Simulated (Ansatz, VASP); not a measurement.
Sb in VASP and in Ansatz

File INCAR:

```
SYSTEM = Sb
PREC = Accurate
ENCUT = 520
EDIFF = 1E-7
ISMEAR = -1
SIGMA = 0.05
LREAL = .False.
LASPH = .True.
NELM = 60
ALGO = Normal
ISIF = 2
LWAVE = .False.
LCHARG = .False.
GGA = PE
NBANDS = 12
```

KPOINTS

```
regular mesh
0
Gamma
  9 6 6
  0 0 0
```

File POSCAR:

```
Sb
1.0
    3.0586616250      0.0000000000      0.0000000000
    0.0000000000      4.2587682402      0.0000000000
   -0.0381205934      0.0000000000      4.3159114163
Sb
2
Direct
    0.0113890000      0.2500000000      0.2411660000
    0.9886110000      0.7500000000      0.7588340000
```

Contents of input.yaml:

```yaml
crystal:
  lattice:
    - [3.058661625, 0.0, 0.0]
    - [0.0, 4.2587682402, 0.0]
    - [-0.0381205934, 0.0, 4.3159114163]
  atoms:
    - { symbol: Sb, position: [0.011389, 0.25, 0.241166] }
    - { symbol: Sb, position: [0.988611, 0.75, 0.758834] }
hamiltonian:
  xc: pbe
  pseudopotentials: { kind: paw }
kpoints:
  mp_grid: { grid: [9, 6, 6] }
scf:
  occupations: { method: fermi_dirac, width: 0.05 }
output:
  forces: true
  stress: true
  eigenvalues: true
```

Change from the starting cell: volume scaled by 0.94.

Alike in both runs: task single point; functional PBE; k mesh 9 × 6 × 6; occupations fermi-dirac, width 0.05 eV; no spin polarisation.

|  | VASP | Ansatz |
| --- | --- | --- |
| version | VASP 6.6.1 | Ansatz 0.2.0 |
| potentials or method | VASP PAW PBE potentials, release 64 (Sb) | Ansatz PAW |
| plane-wave cutoff (eV) | 520 | 420 |
| valence electrons in the cell | 10 | 30 |

```csv
,VASP,Ansatz,Ansatz less VASP
gap on the k mesh at the Fermi level (eV),none,none,-
pressure (GPa),4.4,4.4,-0.02
largest component of the traceless stress (GPa),0.20,0.20,-0.006
rms of the force components (eV/Å),0.096,0.090,-0.0056
```

Atom by atom the forces differ by 0.006 eV/Å (rms over components). A gap of «none» marks a metal or a gap that the smearing closes. The two sets of potentials don't hold the same shells in valence.

Spin-orbit coupling is left out, which matters for the levels of Sb.
